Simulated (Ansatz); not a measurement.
CdTe, DFT, PBE, all-electron LAPW, scalar-relativistic (Ansatz 0.2.0), run on 1 thread of Intel(R) Xeon(R) 6975P-C (Granite Rapids) on a shared host.

Structure from Materials Project entry mp-1066480 (possibly hypothetical), not relaxed further. The listed cell was then made from it by scaling, straining or moving an atom.

Command: `ansatz run input.yaml --threads 1 --pin off --max-ram 4096MiB --backend cpu --events-out ev --progress --plain --runs-dir out`

```yaml
crystal:
  lattice:
    - [3.0238630702, -3.0527848324, 0.0]
    - [3.0238630702, 3.0527848324, 0.0]
    - [0.0, 0.0, 6.0083358012]
  atoms:
    - { symbol: Cd, position: [0.27703, 0.72297, 0.75] }
    - { symbol: Cd, position: [0.72297, 0.27703, 0.25] }
    - { symbol: Te, position: [0.766137, 0.233863, 0.75] }
    - { symbol: Te, position: [0.233863, 0.766137, 0.25] }
kpoints:
  mp_grid: { grid: [9, 9, 6] }
  band_path:
    path:
      - [0.0, 0.0, 0.0]
      - [-0.5, 0.5, 0.0]
      - [-0.4952854913, 0.5047145087, 0.0]
      - [0.4952854913, 0.4952854913, 0.0]
      - [0.0, 0.0, 0.0]
      - [0.0, 0.0, 0.5]
      - [0.4952854913, 0.4952854913, 0.5]
      - [-0.4952854913, 0.5047145087, 0.5]
      - [-0.5, 0.5, 0.5]
    npoints: 5
scf:
  occupations: { method: fermi_dirac, width: 0.05 }
hamiltonian:
  xc: pbe
  pseudopotentials: { kind: all_electron, lapw: { basis_error: 0.001 } }
output:
  forces: true
  stress: true
  eigenvalues: true
```

Task: How large is the problem that the program sets up?

Result: 100 irreducible k-points, 807 plane waves at Γ, 53 bands.

Task: Estimate the wall time and the peak memory.

Result: 49 s of wall time for 7 SCF iterations, with a peak of 0.93 GiB. Times on shared machines scatter by tens of per cent.
